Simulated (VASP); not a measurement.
# TiB2 (P6/mmm) in VASP: relaxation of cell and atoms with PBE

Aim: the relaxation of cell and atoms of TiB2 with PBE.

Everything below comes from runs of VASP 6.6.1. Logs are shortened: lines on timing, memory, paths and dates and some standing lists are left out, and cuts for length are marked.

### Step 1. Starting point

It takes space group P6/mmm (No. 191, hexagonal). The conventional cell has a = 3.029 Å, b = 3.029 Å, c = 3.228 Å, α = 90.00°, β = 90.00°, γ = 120.00°. Around Ti (site symmetry 6/mmm) lie 12 B at 2.38 Å. B (site symmetry -6m2) is surrounded by 3 B at 1.75 Å.

### Step 2. Relaxation of cell and atoms, PBE

The input, INCAR:

```
PREC = Accurate ; ENCUT = 600
EDIFF = 1E-7 ; ISMEAR = 0
SIGMA = 0.1 ; LREAL = False
LASPH = True ; NELM = 100
ALGO = Fast ; ISIF = 3
LWAVE = False ; LCHARG = False
GGA = PE ; IBRION = 2
NSW = 80 ; EDIFFG = -0.004
```

The input, KPOINTS:

```
regular mesh
0
Gamma
  15 15 14
```

The input, POSCAR:

```
TiB2
1.0
    3.0292000000      0.0000000000      0.0000000000
   -1.5146000000      2.6233641500      0.0000000000
    0.0000000000      0.0000000000      3.2284000000
Ti B
1 2
Direct
    0.0000000000      0.0000000000      0.0000000000
    0.3333333300      0.6666666700      0.5000000000
    0.6666666700      0.3333333300      0.5000000000
```

Potentials or basis: VASP PAW PBE potentials, release 64 (Ti_sv, B).

Command:

```bash
cat potpaw_PBE.64/Ti_sv/POTCAR potpaw_PBE.64/B/POTCAR > POTCAR
mpirun -np 1 vasp_std > vasp.out
```

OUTCAR:

```text
PREC = Accurate
   ENCUT = 600
   EDIFF = 1E-7
   ISMEAR = 0
   LREAL = False
   LASPH = True
   NELM = 100
   ISIF = 3
   GGA = PE
   IBRION = 2
   NSW = 80
   EDIFFG = -0.004

 ion  position               nearest neighbor table
   1  0.000  0.000  0.000-   2 2.38   3 2.38   2 2.38   3 2.38   2 2.38   2 2.38   3 2.38   3 2.38
                             3 2.38   3 2.38   2 2.38   2 2.38
   2  0.333  0.667  0.500-   3 1.75   3 1.75   3 1.75   1 2.38   1 2.38   1 2.38   1 2.38   1 2.38
                             1 2.38
   3  0.667  0.333  0.500-   2 1.75   2 1.75   2 1.75   1 2.38   1 2.38   1 2.38   1 2.38   1 2.38
                             1 2.38

  LATTYP: Found a hexagonal cell.
 ALAT       =     3.0292000000
 C/A-ratio  =     1.0657599366

  Lattice vectors:

 A1 = (   3.0292000000,   0.0000000000,   0.0000000000)
 A2 = (  -1.5146000000,   2.6233641500,   0.0000000000)
 A3 = (   0.0000000000,   0.0000000000,   3.2284000000)

Analysis of symmetry for initial positions (statically):
=====================================================================
 Subroutine PRICEL returns:
 Original cell was already a primitive cell.

 Routine SETGRP: Setting up the symmetry group for a
 hexagonal supercell.

 Subroutine GETGRP returns: Found 24 space group operations
 (whereof 24 operations were pure point group operations)
 out of a pool of 24 trial point group operations.

The static configuration has the point symmetry D_6h.

Analysis of symmetry for dynamics (positions and initial velocities):
=====================================================================
 Subroutine PRICEL returns:
 Original cell was already a primitive cell.

 Routine SETGRP: Setting up the symmetry group for a
 hexagonal supercell.

 Subroutine GETGRP returns: Found 24 space group operations
 (whereof 24 operations were pure point group operations)
 out of a pool of 24 trial point group operations.

The dynamic configuration has the point symmetry D_6h.

 Subroutine INISYM returns: Found 24 space group operations
 (whereof 24 operations are pure point group operations),
 and found     1 'primitive' translations

----------------------------------------------------------------------------------------

                                     Primitive cell

  volume of cell :      25.6551

  direct lattice vectors                    reciprocal lattice vectors
     3.029200000  0.000000000  0.000000000     0.330120164  0.190594966  0.000000000
    -1.514600000  2.623364150  0.000000000     0.000000000  0.381189931  0.000000000
     0.000000000  0.000000000  3.228400000     0.000000000  0.000000000  0.309750960

  length of vectors
[... 103 lines left out ...]
     AMIX     =   0.40;   BMIX     =  1.00
     AMIX_MAG =   1.60;   BMIX_MAG =  1.00
  volume/ion in A,a.u.               =       8.55        57.71
  Fermi-wavevector in a.u.,A,eV,Ry     =   1.454703  2.748990 28.792122  2.116161
  Thomas-Fermi vector in A             =   2.571823
   LORBIT       =      0    0 simple, 1 ext, 2 COOP (PROOUT), +10 PAW based schemes
   GGA     = PE    functional components
   LHFCALC =     F    Hartree Fock is set to
   AEXX    =    0.0000 exact exchange contribution
   IVDW    =     0    specifies the selected vdW correction
   LEPSILON=     F    determine dielectric tensor
   LRPA    =     F    only Hartree local field effects (RPA)
 conjugate gradient relaxation of ions
 non-spin polarized calculation
 RMM-DIIS sequential band-by-band and
 Gauss-broadening in eV      SIGMA  =   0.10
  energy-cutoff  :      600.00
  volume of cell :       25.66
 maximum number of plane-waves:       876
   NGX = 13   NGY = 13   NGZ = 13

--------------------------------------- Ionic step        1  -------------------------------------------

 number of electron      18.0000002 magnetization

 Free energy of the ion-electron system (eV)
  ---------------------------------------------------
  ext. energy  EPLUGINS =         0.00000000
  ---------------------------------------------------
  free energy    TOTEN  =       -24.43198749 eV

  energy without entropy =      -24.43011769  energy(sigma->0) =      -24.43105259

------------------------ aborting loop because EDIFF is reached ----------------------------------------

  FORCE on cell =-STRESS in cart. coord.  units (eV):
  Direction    XX          YY          ZZ          XY          YZ          ZX
  --------------------------------------------------------------------------------------
  -------------------------------------------------------------------------------------
  Total        0.1121192      0.1121192     -0.0509026      0.0000000      0.0000000      0.0000000
  in kB        7.0019151      7.0019151     -3.1788966      0.0000000      0.0000000      0.0000000
  external PRESSURE =       3.6083112 kB  Pullay stress =       0.0000000 kB
[... 24 lines left out ...]
--------------------------------------- Ionic step        2  -------------------------------------------

 number of electron      18.0000002 magnetization

 E-fermi :   9.9962     XC(G=0): -12.7558

 val. band max:        9.9532241662   @ k =   0.2667   0.2000   0.0000
 cond. band min:       9.9967095371   @ k =   0.2000   0.2000   0.1429
 fundamental gap:      0.0434853709
 Fermi energy:         9.9962140972

 k-point     1 :       0.0000    0.0000    0.0000
  band No.  band energies     occupation
      1     -46.9915      2.00000
      2     -23.3429      2.00000
      3     -23.0316      2.00000
      4     -23.0316      2.00000
      5      -3.5199      2.00000
      6       7.3564      2.00000
      7       7.3564      2.00000
      8       7.6705      2.00000
      9       7.8687      2.00000
     10      11.8512      0.00000
     11      11.8512      0.00000
     12      13.6224      0.00000
     13      13.6498      0.00000
[... 441 lines left out ...]
--------------------------------------- Ionic step        4  -------------------------------------------

 number of electron      18.0000002 magnetization

 Free energy of the ion-electron system (eV)
  ---------------------------------------------------
  ext. energy  EPLUGINS =         0.00000000
  ---------------------------------------------------
  free energy    TOTEN  =       -24.43214540 eV

  energy without entropy =      -24.43026217  energy(sigma->0) =      -24.43120379

 E-fermi :  10.0166     XC(G=0): -12.7647

 val. band max:        9.9729316112   @ k =   0.2667   0.2000   0.0000
 cond. band min:      10.0169520208   @ k =   0.2000   0.2000   0.1429
 fundamental gap:      0.0440204096
 Fermi energy:        10.0165643714

 k-point     1 :       0.0000    0.0000    0.0000
  band No.  band energies     occupation
      1     -46.9673      2.00000
      2     -23.3193      2.00000
      3     -23.0064      2.00000
      4     -23.0064      2.00000
      5      -3.5101      2.00000
      6       7.3738      2.00000
      7       7.3738      2.00000
      8       7.6883      2.00000
      9       7.8839      2.00000
     10      11.8764      0.00000
     11      11.8764      0.00000
     12      13.6503      0.00000
     13      13.6503      0.00000
[... 398 lines left out ...]
  FREE ENERGIE OF THE ION-ELECTRON SYSTEM (eV)
  ---------------------------------------------------
  free  energy   TOTEN  =       -24.4321454022 eV

  energy  without entropy=      -24.4302621715  energy(sigma->0) =      -24.43120379

 reached required accuracy - stopping structural energy minimisation
```

OSZICAR:

```text
N       E                     dE             d eps       ncg     rms          rms(c)
DAV:   1     0.137076191032E+03    0.13708E+03   -0.10256E+04  5616   0.176E+03
DAV:   2    -0.187537972921E+02   -0.15583E+03   -0.15177E+03  5746   0.417E+02
DAV:   3    -0.292381745676E+02   -0.10484E+02   -0.10321E+02  8301   0.990E+01
[... 129 lines left out ...]
RMM:   5    -0.244321426288E+02   -0.21656E-05   -0.19279E-05  7947   0.290E-02    0.824E-03
RMM:   6    -0.244321431310E+02   -0.50225E-06   -0.63659E-06  7128   0.168E-02    0.121E-02
RMM:   7    -0.244321450400E+02   -0.19090E-05   -0.39924E-06  6524   0.168E-02    0.648E-03
RMM:   8    -0.244321453279E+02   -0.28784E-06   -0.24333E-06  6085   0.105E-02    0.518E-03
RMM:   9    -0.244321454022E+02   -0.74369E-07   -0.84445E-07  5504   0.786E-03
   4 F= -.24432145E+02 E0= -.24431204E+02  d E =-.173192E-04
```

It took 5.9 min on 1 thread of Intel Xeon Platinum 8488C (Sapphire Rapids), shared host; peak memory 0.24 GiB.

Results:

```yaml
Free_energy: -24.4321 eV
Relaxed_volume: 8.56 Å³/atom
Relaxed_cell: a = 3.033 Å, b = 3.033 Å, c = 3.224 Å, α = 90.00°, β = 90.00°, γ = 120.00°
Space_group_after_relaxing_to_0.05_Å: P6/mmm (No. 191)
Energy_gained_by_relaxing: 0.1 meV/atom
Ionic_steps: 4
Pressure_after_relaxing: 0.0 GPa
Band_gap_on_the_k_mesh: none (metal or under the smearing width)
```

Step by step:
| step | energy change (eV) | largest force (eV/Å) | pressure (GPa) | volume (Å³) |
| --- | --- | --- | --- | --- |
| 1 | 0.0000 | 0.0000 | 0.36 | 25.66 |
| 2 | -0.0001 | 0.0000 | -0.45 | 25.73 |
| 3 | -0.0001 | 0.0000 | -0.15 | 25.70 |
| 4 | -0.0002 | 0.0000 | 0.01 | 25.68 |

Final structure:
```yaml
crystal:
  lattice:
    - [3.03263, 0.00000, 0.00000]
    - [-1.51631, 2.62633, 0.00000]
    - [0.00000, 0.00000, 3.22412]
  atoms:
    - { symbol: Ti, position: [0.00000, 0.00000, 0.00000] }
    - { symbol: B, position: [0.33333, 0.66667, 0.50000] }
    - { symbol: B, position: [0.66667, 0.33333, 0.50000] }
```
